Q: I have MgS strained in its plane, as a film is on a substrate, and three functionals to describe it. One HSE06 row is hidden, the in-plane compression of 2.05 %. Can I work it out from the other eight?

MgS, 2 atoms in the cell, built as measured structure, space group Fm-3m (225), conventional a = 5.203 Å, 17.61 Å³ an atom. Changes of the gaps under in-plane strain (epitaxial xy), with the length along the normal left free to relax. Ansatz 0.2.0, plane-wave PAW, no spin polarisation, cells relaxed with r2SCAN. K mesh: 6×6×6 for HSE06, 8×8×8 for PBE and r2SCAN. In all rows gap kind is indirect.

```
functional  strain (%)  band gap (eV)  band gap change (eV)  least direct gap change (eV)  energy rise per atom (meV)
     HSE06       -2.05              ?                     ?                             ?                           ?
     HSE06           3          3.498                -0.306                        -0.429                        16.3
     HSE06           5          3.345                -0.458                        -0.695                        40.1
       PBE       -2.05          2.713                -0.077                         0.145                        12.1
       PBE           3          2.512                -0.278                        -0.394                         9.1
       PBE           5          2.374                -0.416                        -0.637                        28.3
    r2SCAN       -2.05          3.382                -0.081                         0.159                         8.5
    r2SCAN           3          3.175                -0.288                        -0.419                        14.9
    r2SCAN           5          3.031                -0.431                        -0.681                        38.1
```

A: Say first what you would be predicting.

Q: The strain is the change of the in-plane lengths, positive when stretched, and the crystal may adjust its thickness. The band gap runs from the highest filled to the lowest empty state, wherever in the zone each lies. The least direct gap is the smallest step straight up, at one and the same wave vector. Both changes, and the energy rise per atom, are counted from the unstrained crystal in the same functional.

A: And your first guess for the gap?

Q: A straight line through zero. HSE06 loses 0.306 eV at +3 %, so at −2.05 % it should gain 0.306 × 2.05/3 = 0.21 eV.

A: Hold that against the two functionals whose compressed rows you can see.

Q: They disagree with it even in sign. PBE loses 0.077 eV on compression and r2SCAN loses 0.081 eV. So the gap falls whether I stretch the crystal or squeeze it. How can both directions do the same thing?

A: One reason is that the gap is measured to the lowest of several competing states. The bottom of the conduction band in MgS lies at the zone-boundary point X, and there are three such points, one along each cube axis. In the cubic crystal these three valleys have the same energy. In-plane strain makes the axis normal to the film differ from the two axes in the film, so one valley parts from the other two. Relative to their average, some go up and some go down, and the conduction minimum follows whichever went down.

Q: Is that seen in the calculation, or is it only plausible?

A: The position of the minimum shows it. In the compressed PBE and r2SCAN crystals the lowest empty state sits in a valley along an in-plane axis. In the stretched crystals, with each of the three functionals, it sits in the valley along the normal. Compression shortens the in-plane axes, while stretching lets the film get thinner and so shortens the normal. In both cases the valley along a shortened axis wins.

Q: So I was drawing one line through two different states.

A: Yes, and that is part of why it failed. Had you squeezed the crystal equally from all sides, the three valleys would have stayed level and a straight line would have been a fair first guess for small strains.

Q: Does the valence band take part?

A: It does. Its top lies at the zone centre, Γ, and consists of three sulfur p levels that are equal in the cubic crystal. In r2SCAN at +3 % they are split by 0.22 eV. The gap is measured from the highest filled level, so this splitting also narrows it, for either sign of strain. Scaled down to −2.05 %, it would be expected to lift the valence top by 0.05 to 0.10 eV above the average of the three levels. That is comparable with the whole fall of the gap, so the valleys alone may not explain the sign. The whole change can be written as

gap change = volume part − valley part − valence part

where the last two terms are the amounts by which splitting lowers the conduction minimum and raises the valence top.

Q: The fall is not symmetric, though. r2SCAN loses 0.096 eV per per cent of tension up to +3 %, and only 0.040 eV per per cent of compression.

A: The volume part changes sign with the strain, while the two splitting parts do not. The crystal shrinks by 2.9 % in the compressed row and swells by 4.4 % at +3 %. I would argue that swelling narrows the gap and shrinking widens it, so that volume helps the splitting on tension and works against it on compression. The two slopes do not measure the volume part, however, because a single level that splits off moves further than the pair it leaves. The table does not give the parts separately.

Q: Can I see anything of the volume effect by itself?

A: The least direct gap comes closest. It widens on compression and narrows on tension, as a volume effect should. Its lower end is the same valence top, but its upper end is a conduction state at Γ, which has no partner valleys to split from. A crystal such as MgO, whose conduction minimum lies at Γ, should therefore behave more like this column than like the band gap of MgS.

Q: If both gaps start from the same valence top, I can subtract them and the valence band drops out.

A: Do it for r2SCAN on compression.

Q: −0.081 − 0.159 = −0.24 eV. So the winning X valley has dropped by that much relative to the conduction state at Γ.

A: That is a clean statement about the conduction band alone. Now, how will you carry it over to HSE06?

Q: I worry about that. At +5 % the HSE06 gap is nearly 1 eV larger than the PBE gap.

A: Look at the changes instead. At the same strain the two functionals differ by only 0.042 eV in the gap change. A plausible explanation is that HSE06 moves the empty states away from the filled ones by an amount that hardly depends on a small distortion, so most of it cancels when you subtract the unstrained crystal. The comparison is fair because the functionals were given the same strained geometries, those relaxed with r2SCAN.

Q: Then I take the r2SCAN change at the same strain and multiply it by one factor for each functional:

change in HSE06 = f × change in r2SCAN

A: Fix f from tension only, and use compression as the test.

Q: A least-squares fit through zero to the two stretched HSE06 rows gives f = 1.063 for the band gap. The same treatment of PBE, again from its stretched rows alone, gives −0.078 eV on compression. The PBE row, which took no part in that fit, says −0.077 eV.

A: Good. One caution before you become too confident. On tension the parts of the gap change add up, while on compression they oppose each other. A factor learned from a sum need not hold for a difference. Your range should allow for that, and with two rows behind each factor it has to be a matter of judgement.

Q: My forecast for the HSE06 band gap change is then 1.063 × (−0.081) = −0.086 eV, with a range of ±0.010 eV. The unstrained HSE06 gap is 3.498 + 0.306 = 3.804 eV, so the gap itself should be 3.718 eV with the same range.

A: And the direct gap?

Q: The factor from tension is 1.02, which gives +0.162 eV, and I keep ±0.010 eV. The test on PBE was a little less good here: the recipe gave 0.149 eV, and the row has 0.145 eV.

A: That leaves the energy. Will you scale it in the same way?

Q: I tried, but PBE spoils it. It costs more than r2SCAN on compression, 12.1 against 8.5 meV an atom, and less on tension. No single factor can do that.

A: Ask what "unstrained" means for each functional. The starting cell was relaxed with r2SCAN, so only r2SCAN has no pressure in it. PBE would like a larger crystal and starts under a pressure of +1.18 GPa. When it is stretched, that pressure gives back part of the elastic cost, and when it is squeezed, work against the pressure is added. The energy rise therefore contains a term

−P ΔV

where P is the pressure of the unstrained cell in that functional and ΔV is the change of volume.

Q: For PBE that adds 3.7 meV an atom on compression and takes away 5.6 meV at +3 %. That is the pattern I could not explain.

A: With the term included, and the remaining elastic part scaled from tension, the recipe gives 12.1 meV for the compressed PBE row, as computed. Work the HSE06 case through in full.

Q: HSE06 starts at P = −0.394 GPa, so it would like a slightly smaller crystal and compression should come a little cheaper. The volume is 17.61 Å³ an atom and shrinks by 2.86 %, so ΔV = −0.50 Å³. Then −P ΔV = −0.20 GPa·Å³, and with about 6.2 meV to one GPa·Å³ this is −1.2 meV.

A: And the elastic part?

Q: I remove the pressure term from the two stretched HSE06 rows, add up what is left, and divide by the same sum for r2SCAN. The ratio is 0.967. The elastic part on compression is then 0.967 × 8.5 = 8.2 meV, and the forecast is 8.2 − 1.2 = 7.0 meV an atom. I give it ±0.5 meV, and expect it to lie below both r2SCAN and PBE.

A: Your range is sensible, since the HSE06 stress was only loosely converged and your pressure comes from it. Now look.

The withheld rows as computed:

```
functional  strain (%)  band gap (eV)  band gap change (eV)  least direct gap change (eV)  energy rise per atom (meV)
     HSE06       -2.05          3.721                -0.083                         0.151                         7.1
```

Q: The band gap change is −0.083 eV. I was 0.003 eV too low, well inside the range, and the gap itself is right to the same extent. The energy rise is 7.1 meV an atom against my 7.0, and it does lie below the other two functionals.

A: And the direct gap?

Q: That one I missed. It widens by 0.151 eV, and I had said 0.162 eV. The error of 0.011 eV is about 7 % of the computed change and falls just outside my range.

A: What do you make of it?

Q: The PBE test had already erred in the same direction, and I ignored the hint. It may be the difficulty you warned of. On compression the smaller volume widens the direct gap while the split valence top narrows it, so a factor taken from tension need not fit.

A: That is a reasonable suspicion, but this row cannot confirm it. Cutoffs and k meshes also differ between the functionals, and I would not give a cause to a difference of 0.01 eV between them. What the miss does show is that your range was too narrow. Check also whether the factor earned its place.

Q: Without it I would have copied the r2SCAN values, −0.081 and +0.159 eV. Both are closer to the HSE06 result than my scaled ones.

A: So for HSE06 the scaling learned on tension brought no gain on compression, though for PBE it did bring both gap changes closer to the computed row. The physical content of your forecast was the choice of the right comparison: the same geometry and the same sign of strain.

Q: What would you tell someone who grows such films and cannot afford HSE06 at every strain?

A: For these three strains, the r2SCAN gap change stays within 0.03 eV of the HSE06 one, so one HSE06 calculation of the unstrained crystal plus the r2SCAN changes gives a useful approximation to the HSE06 curve. HSE06 itself is expected to put the gap of such a wide-gap insulator somewhat too low. Compute both signs of strain, because the gap falls both ways. The stored energy needs more care. Unless the functional has relaxed its own cell, the energy rise mixes elastic cost with leftover pressure, and in PBE that leftover is large enough to make its energy rise the largest of the three on compression and the smallest on tension.
